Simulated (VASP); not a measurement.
A run of VASP 6.6.1 is set up as follows.

INCAR

```
SYSTEM = Hf15Si32
  PREC = Accurate
  ENCUT = 520
  EDIFF = 1E-6
  ISMEAR = 1
  SIGMA = 0.1
  LREAL = .FALSE.
  LASPH = .TRUE.
  NELM = 80
  ALGO = Normal
  ISIF = 2
  LWAVE = .FALSE.
  LCHARG = .FALSE.
  GGA = PE
  IBRION = 2
  NSW = 60
  EDIFFG = -0.02
```

File KPOINTS:

```
Automatic mesh
0
G
  3 2 3
  0 0 0
```

POSCAR

```
Hf15Si32
1.0
    7.3440000000      0.0000000000      0.0000000000
    0.0000000000     14.5700000000      0.0000000000
    0.0000000000      0.0000000000      7.2820000000
Hf Si
15 32
Direct
    0.2500000000      0.6060000000      0.6250000000
    0.5000000000      0.1060000000      0.1250000000
    0.5000000000      0.1060000000      0.6250000000
    0.7500000000      0.6060000000      0.1250000000
    0.7500000000      0.6060000000      0.6250000000
    0.0000000000      0.1060000000      0.1250000000
    0.0000000000      0.1060000000      0.6250000000
    0.2500000000      0.3940000000      0.8750000000
    0.5000000000      0.8940000000      0.3750000000
    0.5000000000      0.8940000000      0.8750000000
    0.7500000000      0.3940000000      0.3750000000
    0.7500000000      0.3940000000      0.8750000000
    0.0000000000      0.8940000000      0.3750000000
    0.0000000000      0.8940000000      0.8750000000
    0.2500000000      0.5000000000      0.2500000000
    0.2500000000      0.9410000000      0.1250000000
    0.2500000000      0.9410000000      0.6250000000
    0.5000000000      0.4410000000      0.1250000000
    0.5000000000      0.4410000000      0.6250000000
    0.7500000000      0.9410000000      0.1250000000
    0.7500000000      0.9410000000      0.6250000000
    0.0000000000      0.4410000000      0.1250000000
    0.0000000000      0.4410000000      0.6250000000
    0.2500000000      0.0590000000      0.3750000000
    0.2500000000      0.0590000000      0.8750000000
    0.5000000000      0.5590000000      0.3750000000
    0.5000000000      0.5590000000      0.8750000000
    0.7500000000      0.0590000000      0.3750000000
    0.7500000000      0.0590000000      0.8750000000
    0.0000000000      0.5590000000      0.3750000000
    0.0000000000      0.5590000000      0.8750000000
    0.2500000000      0.2500000000      0.1250000000
    0.2500000000      0.2500000000      0.6250000000
    0.5000000000      0.7500000000      0.1250000000
    0.5000000000      0.7500000000      0.6250000000
    0.7500000000      0.2500000000      0.1250000000
    0.7500000000      0.2500000000      0.6250000000
    0.0000000000      0.7500000000      0.1250000000
    0.0000000000      0.7500000000      0.6250000000
    0.2500000000      0.7500000000      0.3750000000
    0.2500000000      0.7500000000      0.8750000000
    0.5000000000      0.2500000000      0.3750000000
    0.5000000000      0.2500000000      0.8750000000
    0.7500000000      0.7500000000      0.3750000000
    0.7500000000      0.7500000000      0.8750000000
    0.0000000000      0.2500000000      0.3750000000
    0.0000000000      0.2500000000      0.8750000000
```

Potentials or basis: VASP PAW PBE potentials, release 64 (Hf_pv, Si).

The run is started by

```bash
$ cat potpaw_PBE.64/Hf_pv/POTCAR potpaw_PBE.64/Si/POTCAR > POTCAR
$ mpirun -np 8 vasp_std > vasp.out
```

Q: Predict the band gap on the k mesh.

A: None (metal or under the smearing width).

Q: What does it give for the energy gained by relaxing?

A: 73.2 meV/atom.

Final structure:
```
Hf Si
1.0
     7.34400    0.00000    0.00000
     0.00000   14.57000    0.00000
     0.00000    0.00000    7.28200
Hf Si
15 32
Cartesian
  1.8360 8.8743 4.6425
  3.6627 1.5406 0.9021
  3.6624 1.5112 4.5212
  5.5080 8.7931 0.9106
  5.5080 8.8240 4.7605
  0.0093 1.5406 0.9021
  0.0096 1.5112 4.5212
  1.8360 5.6957 6.2805
  3.6627 13.0294 2.7389
  3.6624 13.0588 6.4018
  5.5080 5.7769 2.7304
  5.5080 5.7460 6.1625
  0.0093 13.0294 2.7389
  0.0096 13.0588 6.4018
  1.8360 7.2850 1.8205
  1.8360 13.7848 0.9159
  1.8360 13.7683 4.5576
  3.8008 6.0879 0.7630
  3.5311 6.5960 4.3847
  5.5080 13.7731 0.9211
  5.5080 13.7644 4.5589
  7.2152 6.0879 0.7630
  0.1409 6.5960 4.3847
  1.8360 0.7852 2.7251
  1.8360 0.8017 6.3654
  3.8008 8.4821 2.8780
  3.5311 7.9740 6.5383
  5.5080 0.7969 2.7199
  5.5080 0.8056 6.3641
  7.2152 8.4821 2.8780
  0.1409 7.9740 6.5383
  1.8360 3.6847 0.9415
  1.8360 3.6899 4.4646
  3.6479 10.8845 0.9281
  3.6766 10.9567 4.6017
  5.5080 3.6160 0.8576
  5.5080 3.6103 4.4787
  0.0241 10.8845 0.9281
  7.3394 10.9567 4.6017
  1.8360 10.8853 2.6995
  1.8360 10.8801 6.4584
  3.6479 3.6855 2.7129
  3.6766 3.6133 6.3213
  5.5080 10.9540 2.7834
  5.5080 10.9597 6.4443
  0.0241 3.6855 2.7129
  7.3394 3.6133 6.3213
```

The run has no spin-orbit coupling, so splittings on Hf are missing.
